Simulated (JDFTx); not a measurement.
Runs of JDFTx 1.7.0 (patched build) on Sn. Symmetry: Fd-3m, No. 227, cubic system. Conventional cell: a = 6.467 Å, b = 6.467 Å, c = 6.467 Å, α = 90.00°, β = 90.00°, γ = 90.00°. Sn (site symmetry -43m) is surrounded by 4 Sn at 2.80 Å. This isn't the form of Sn at room conditions, which is tetragonal (white tin).

| task | level | potentials or basis | cell | local potential set to -Z/r beyond | density cutoff over wavefunction cutoff | max SCF steps | SCF threshold on the energy | solver of the electrons | gap on the mesh (eV) | pressure (GPa) | V0 of scaled cells (Å³/atom) | B0 (GPa) |
| --- | --- | --- | --- | --- | --- | --- | --- | --- | --- | --- | --- | --- |
| single point | PBEsol | PseudoDojo-SR-PBEsol-0.4.1-standard with smoothed tails | as given | 6 bohr | 8 | 100 | 1e-09 Ha | scf | none | 1.7 | - | - |
| equation of state | PBEsol | PseudoDojo-SR-PBEsol-0.4.1-standard | as given | - | 8 | 100 | 1e-09 Ha | scf | - | - | (b) | 41 |
| relaxation of cell and atoms | PBE+D3(BJ) | PseudoDojo-SR-PBE-0.5-standard | relaxed | - | 8 | 100 | 1e-09 Ha | scf | none | 0.0 | - | - |
| single point | PBE | PseudoDojo-SR-PBE-0.5-standard | as given | - | 4 | 100 | 1e-08 Ha | scf | none | 3.9 | - | - |
| equation of state | PBEsol | PseudoDojo-SR-PBEsol-0.4.1-standard with smoothed tails | as given | 6 bohr | 8 | 100 | 1e-09 Ha | scf | - | - | 35.08 | 41 |
| single point | LDA | PseudoDojo-SR-LDA-0.4.1-standard with smoothed tails | as given | 6 bohr | 8 | 100 | 1e-09 Ha | scf | none | (a) | - | - |
| equation of state | LDA | PseudoDojo-SR-LDA-0.4.1-standard | as given | - | 8 | 100 | 1e-09 Ha | scf | - | - | 33.91 | 45 |

Alike in all rows: no spin polarisation; k mesh 7 × 7 × 7; cutoff (eV) 980; smearing fermi-dirac 0.05 eV.

Question: Estimate the missing entries.

Answer: (a) 0.1; (b) 35.07.

Caveats: pairwise dispersion overbinds metals, which lowers pressure and volume (some runs).

A k mesh can miss the band edges, and the runs leave out spin-orbit coupling on Sn.

A gap of «none» marks a metal or a gap under the smearing width.

Not every run made on this cell is shown here.
